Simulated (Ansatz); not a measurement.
# Bi2Se3 (Paraguanajuatite) (R-3m) in Ansatz: settings compared, part 2 of 2

Ansatz 0.2.0.

## 3. Relaxation of cell and atoms, BLYP+D4

The input, input.yaml:

```yaml
crystal:
  lattice:
    - [2.0715, 1.1959810826, 9.5453333333]
    - [-2.0715, 1.1959810826, 9.5453333333]
    - [0.0, -2.3919621653, 9.5453333333]
  atoms:
    - { symbol: Bi, position: [0.5992, 0.5992, 0.5992] }
    - { symbol: Bi, position: [0.4008, 0.4008, 0.4008] }
    - { symbol: Se, position: [0.7883, 0.7883, 0.7883] }
    - { symbol: Se, position: [0.2117, 0.2117, 0.2117] }
    - { symbol: Se, position: [0.0, 0.0, 0.0] }
hamiltonian:
  xc: blyp
  pseudopotentials: { kind: paw }
  dispersion: d4
kpoints:
  mp_grid: { grid: [8, 8, 8] }
scf:
  occupations: { method: fermi_dirac, width: 0.05 }
output:
  forces: true
  stress: true
  write_density: true
  write_potential: true
  elf: true
  volumetric_format: npy
relax:
  f_tol: 0.01
  max_steps: 40
  cell: { stress_tol: 0.05 }
```

Potentials or basis: Ansatz PAW.

On the command line:

```console
ansatz run input.yaml --threads 2 --pin off --max-ram 5120MiB --backend cpu --events-out ev --progress --plain --runs-dir out
```

Standard output:

```text
Warning: RAYON_NUM_THREADS=2 ignored (pool sized by the plan → 2); use --threads N
basis.fft_grid_basis auto: the FFT boxes are laid along the combinations [[1, -1, 0], [0, 1, 0], [0, -1, 1]] of the cell's own vectors, 4.143, 9.840 and 4.143 Å long. The dense box has 30×72×30 points. Along the cell's own vectors, as sized, it would have 72×72×72, 5.76 times as many. Of the 12 symmetry operations that the crystal satisfies within crystal.symmetry.tolerance (time reversal apart; of a slab, those that keep its plane) the dense box along the cell's own vectors carries 12, and the one as laid loses 8 of those. basis.fft_grid_basis: typed keeps the cell's own vectors: state it where this run's energies or levels are differenced outside the engine with another run's, or held beside a run that keeps those vectors. Those combinations have planes normal to reciprocal vector 3, as the cell's own vectors have. Each planar average written beside output.write_density, output.write_potential has a row for each plane of the box: 30. The volumetric files lie along those combinations, not along the cell's own vectors: a cube or XSF file states them, and fields.json those of NumPy files.
Engine: ansatz 0.2.0, x86_64-unknown-linux-gnu
Pseudopotentials: kind: paw
Pseudopotential: Bi, paw, valence charge 15, recommended cutoff 420 eV (normal), Bi.paw.azcp
Pseudopotential: Se, paw, valence charge 16, recommended cutoff 420 eV (normal), Se.paw.azcp
Functional definition: BLYP
  parameter beta = 0.0042
  parameter a = 0.04918
  parameter b = 0.132
  parameter c = 0.2533
  parameter d = 0.349
  exchange = b88_x(beta = beta)
  correlation = lyp_c(a = a, b = b, c = c, d = d)
Crystal: 5 atoms, lattice volume = 141.890 Å³
Basis set: ecut = 420 eV, 2743 PW (Γ), FFT grids on a1−a2, a2, −a2+a3, exchange–correlation on 60×144×60 points (8 copies of the dense FFT grid, shifted against one another)
Bands: 47, of which v1, the nominal top of the filled ones, is band 39 counted from 1 (38 counted from 0)
[... 102 lines left out ...]
  atom   1  Bi    -0.00000000    -0.00000000     0.00539691
  atom   2  Bi     0.00000000     0.00000000    -0.00539691
  atom   3  Se    -0.00000000    -0.00000000     0.00476367
  atom   4  Se     0.00000000     0.00000000    -0.00476367
  atom   5  Se     0.00000000     0.00000000     0.00000000
  max |Σ_I F_I| component: 4.63e-18 eV/Å
--- Stress (GPa, compression-positive) ---
        0.030028       0.000000      -0.000000
        0.000000       0.030028       0.000000
       -0.000000       0.000000      -0.032896
  P = ⅓ Tr σ = 0.0091 GPa (0.091 kbar)
--- Band table (eV; the first three rows and the last of 65) ---
  k-point 0: bands = ["-38.0239", "-38.0239", "-38.0234", "-38.0234", "-38.0183", "-38.0183", "-38.0176", "-38.0176", "-38.0153", "-38.0150", "-37.8479", "-37.8408", "-37.8408", "-37.8128", "-37.8128", "-13.8146", "-13.8146", "-13.8129", "-13.8129", "-13.8027", "-13.8004", "-13.7944", "-13.7944", "-13.7918", "-13.7918", "-5.0173", "-4.2412", "-3.5201", "-0.3135", "0.3311", "7.1256", "7.2376", "7.4247", "7.4247", "7.4557", "7.4557", "8.1401", "8.1401", "9.3242", "9.5079", "10.5814", "10.5814", "11.4225", "11.9320", "11.9320", "15.4318", "16.4395"]
  k-point 1: bands = ["-38.0238", "-38.0238", "-38.0234", "-38.0234", "-38.0184", "-38.0183", "-38.0177", "-38.0176", "-38.0153", "-38.0150", "-37.8479", "-37.8409", "-37.8408", "-37.8128", "-37.8128", "-13.8164", "-13.8144", "-13.8115", "-13.8098", "-13.8009", "-13.7986", "-13.7961", "-13.7948", "-13.7934", "-13.7918", "-4.8824", "-4.1322", "-3.4412", "-0.4159", "0.1800", "6.3549", "6.4515", "6.9533", "7.0941", "7.6108", "7.9366", "7.9448", "8.3517", "8.5467", "10.4186", "11.0635", "11.0670", "11.4030", "11.8812", "12.0907", "15.0062", "15.5885"]
  k-point 2: bands = ["-38.0238", "-38.0238", "-38.0235", "-38.0233", "-38.0184", "-38.0183", "-38.0177", "-38.0176", "-38.0152", "-38.0150", "-37.8479", "-37.8409", "-37.8409", "-37.8128", "-37.8127", "-13.8219", "-13.8189", "-13.8050", "-13.8032", "-13.8017", "-13.7980", "-13.7947", "-13.7943", "-13.7920", "-13.7911", "-4.4914", "-3.8396", "-3.2376", "-0.7689", "-0.2312", "5.3443", "5.8197", "6.2517", "6.4988", "7.0063", "7.4377", "8.0855", "8.2658", "8.7784", "10.5528", "11.1413", "11.3893", "11.9433", "12.2871", "13.2499", "14.1491", "15.7912"]
  k-point 64: bands = ["-38.0239", "-38.0239", "-38.0234", "-38.0234", "-38.0183", "-38.0183", "-38.0176", "-38.0176", "-38.0153", "-38.0150", "-37.8479", "-37.8408", "-37.8408", "-37.8128", "-37.8128", "-13.8146", "-13.8146", "-13.8129", "-13.8129", "-13.8025", "-13.8006", "-13.7944", "-13.7944", "-13.7918", "-13.7918", "-4.8178", "-4.6590", "-3.1688", "-0.7839", "0.7072", "6.7143", "7.3114", "7.3114", "7.7321", "7.7340", "7.7340", "7.9175", "7.9175", "8.8171", "10.0407", "10.9535", "10.9535", "11.2660", "11.5366", "11.5366", "15.3557", "16.1228"]
--- Relaxed structure (4 steps of the walk, 4 accepted, 1 SCFs on fresh bases) ---
  F+E_penalty+E_count = -41296.90394345 eV   max|allowed force component| = 5.397e-3 eV/Å   (the final SCF, on the basis selected at the relaxed cell)
  cell:  # Å, volume = 143.4839 Å³
    - [2.09457888931583, 1.2093056855689166, 9.441022895590025]
    - [-2.09457888931583, 1.2093056855689166, 9.441022895590025]
    - [-5.6372020417151756e-33, -2.4186113711872865, 9.44102289558369]
  atoms:
    - { symbol: Bi, position: [0.5983713683885404, 0.5983713683885404, 0.5983713683885403] }
    - { symbol: Bi, position: [0.4016286316114595, 0.4016286316114595, 0.4016286316114595] }
    - { symbol: Se, position: [0.7902794129640041, 0.7902794129640041, 0.7902794129640038] }
    - { symbol: Se, position: [0.20972058703599594, 0.20972058703599594, 0.20972058703599594] }
    - { symbol: Se, position: [6.0578414436585336e-21, 6.0578414436585675e-21, 6.057841445510616e-21] }
```

rho_z.tsv:

```text
# z_ang	rho[e/angstrom^3]
# format = ansatz-planar-average/11
# lattice	2.094578889	1.209305686	9.441022896
# lattice	-2.094578889	1.209305686	9.441022896
# lattice	-0.000000000	-2.418611371	9.441022896
# sites	5
# site	83	-0.000000000	-0.000000000	16.947713367
# site	83	-0.000000000	-0.000000000	11.375355320
# site	34	-0.000000000	-0.000000000	22.383138095
# site	34	-0.000000000	-0.000000000	5.939930592
# site	34	-0.000000000	-0.000000000	0.000000000
0.000000	6.378619e-1
0.324863	5.993920e-1
0.649727	5.211241e-1
0.974590	4.764861e-1
1.299454	5.068769e-1
1.624317	5.910813e-1
1.949180	6.634898e-1
2.274044	6.671997e-1
2.598907	6.060941e-1
2.923770	5.318841e-1
3.248634	4.844634e-1
3.573497	4.690901e-1
3.898361	4.748699e-1
4.223224	4.891184e-1
4.548087	5.012639e-1
4.872951	5.057227e-1
5.197814	5.012639e-1
5.522677	4.891184e-1
5.847541	4.748699e-1
6.172404	4.690901e-1
6.497268	4.844634e-1
6.822131	5.318841e-1
7.146994	6.060941e-1
7.471858	6.671997e-1
7.796721	6.634898e-1
8.121585	5.910813e-1
8.446448	5.068769e-1
8.771311	4.764861e-1
9.096175	5.211241e-1
9.421038	5.993920e-1
```

It took 31 s on 2 threads of Intel Xeon 6975P-C (Granite Rapids), shared host; peak memory 0.69 GiB.

What came out:

```yaml
Free_energy: -41296.9039 eV
Relaxed_volume: 28.70 Å³/atom
Relaxed_cell: a = 9.746 Å, b = 9.746 Å, c = 9.746 Å, α = 24.82°, β = 24.82°, γ = 24.82°
Space_group_after_relaxing_to_0.05_Å: R-3m (No. 166)
Energy_gained_by_relaxing: 5.2 meV/atom
Ionic_steps: 5
Pressure_after_relaxing: 0.0 GPa
Largest_force_after_relaxing: 0.005 eV/Å
Band_gap_on_the_k_mesh: 0.18 eV, direct
```

Forces on the atoms (eV/Å):
```
Bi   0.000  0.000  0.005
Bi   0.000  0.000 -0.005
Se   0.000  0.000  0.005
Se   0.000  0.000 -0.005
Se   0.000  0.000  0.000
```

The path:
| step | energy change (eV) | largest force (eV/Å) | volume (Å³) |
| --- | --- | --- | --- |
| 1 | 0.0000 | 0.3195 | 141.89 |
| 2 | -0.0007 | 0.3238 | 146.43 |
| 3 | -0.0251 | 0.0046 | 144.17 |
| 4 | -0.0257 | 0.0054 | 143.48 |
| 5 | -0.0260 | 0.0054 | 143.48 |

Final structure:
```yaml
crystal:
  lattice:
    - [2.09458, 1.20931, 9.44102]
    - [-2.09458, 1.20931, 9.44102]
    - [0.00000, -2.41861, 9.44102]
  atoms:
    - { symbol: Bi, position: [0.59837, 0.59837, 0.59837] }
    - { symbol: Bi, position: [0.40163, 0.40163, 0.40163] }
    - { symbol: Se, position: [0.79028, 0.79028, 0.79028] }
    - { symbol: Se, position: [0.20972, 0.20972, 0.20972] }
    - { symbol: Se, position: [0.00000, 0.00000, 0.00000] }
```

Caveat: the plane-wave basis is chosen anew once the cell has moved, so the energies of steps on either side of that aren't comparable; spin-orbit coupling is left out, which as a rule narrows the gap of such compounds by several tenths of an eV; the PAW data sets come from PBE, with cores solved anew for the run's functional, which leaves a small shift of forces and pressure.

## 4. Single point, PBE

input.yaml: that of step 3 with these lines changed.

```diff
@@ -12,7 +12,6 @@
 hamiltonian:
-  xc: blyp
+  xc: pbe
   pseudopotentials: { kind: paw }
-  dispersion: d4
 kpoints:
-  mp_grid: { grid: [8, 8, 8] }
+  mp_grid: { grid: [13, 13, 13] }
 scf:
@@ -22,9 +21,2 @@
   stress: true
-  write_density: true
-  write_potential: true
-  elf: true
-  volumetric_format: npy
-relax:
-  f_tol: 0.01
-  max_steps: 40
-  cell: { stress_tol: 0.05 }
+  eigenvalues: true
```

On the command line:

```console
ansatz run input.yaml --threads 2 --pin off --max-ram 5120MiB --backend cpu --events-out ev --progress --plain --runs-dir out
```

Wall time 17 s (2 threads of Intel Xeon 6975P-C (Granite Rapids), shared host); peak memory 1.2 GiB.

It converged, with:

| Item | Value |
| --- | --- |
| Free energy | -41202.2129 eV |
| Pressure | 2.6 GPa |
| Largest force | 0.156 eV/Å |
| Band gap on the k mesh | 0.21 eV, direct |

Forces in eV/Å, atoms in the order of the input:
```
Bi   0.000  0.000  0.156
Bi   0.000  0.000 -0.156
Se   0.000  0.000  0.152
Se   0.000  0.000 -0.152
Se   0.000  0.000  0.000
```

Levels at points of the mesh, in eV from the valence-band top:
```tsv
k point	band 36	band 37	band 38	band 39	band 40	band 41	band 42	band 43
(0.00, 0.00, 0.00)	-1.87	-1.22	-1.22	0.00	0.21	1.39	1.39	2.12
```

Caveat: odd divisions of the mesh miss points on the zone boundary, where band edges often lie, so the gap on the mesh can be too wide; spin-orbit coupling is left out, which as a rule narrows the gap of such compounds by several tenths of an eV. A k mesh can miss the band edges.

## 5. Summary

```tsv
task	level	cell	k mesh	gap on the mesh (eV)	pressure (GPa)	relaxed volume (Å³/atom)	largest force (eV/Å)
relaxation of cell and atoms	PBEsol+D4	relaxed	8 × 8 × 8	-	0.0	27.12	-
relaxation of cell and atoms	BLYP+D4	relaxed	8 × 8 × 8	0.18	0.0	28.70	0.01
single point	PBE	as given	13 × 13 × 13	0.21	2.6	-	0.16
```

Alike in all rows: potentials or basis Ansatz PAW; no spin polarisation; cutoff (eV) 420; smearing fermi-dirac 0.05 eV.

Caveats: the plane-wave basis is chosen anew once the cell has moved, so the energies of steps on either side of that aren't comparable (some runs); the PAW data sets come from PBE, with cores solved anew for the run's functional, which leaves a small shift of forces and pressure (some runs); spin-orbit coupling is left out, which as a rule narrows the gap of such compounds by several tenths of an eV (some runs); spin-orbit coupling is left out, which moves the levels of the heavy elements (some runs); odd divisions of the mesh miss points on the zone boundary, where band edges often lie, so the gap on the mesh can be too wide (some runs).

Absolute energies hang on the potentials; compare differences alone.
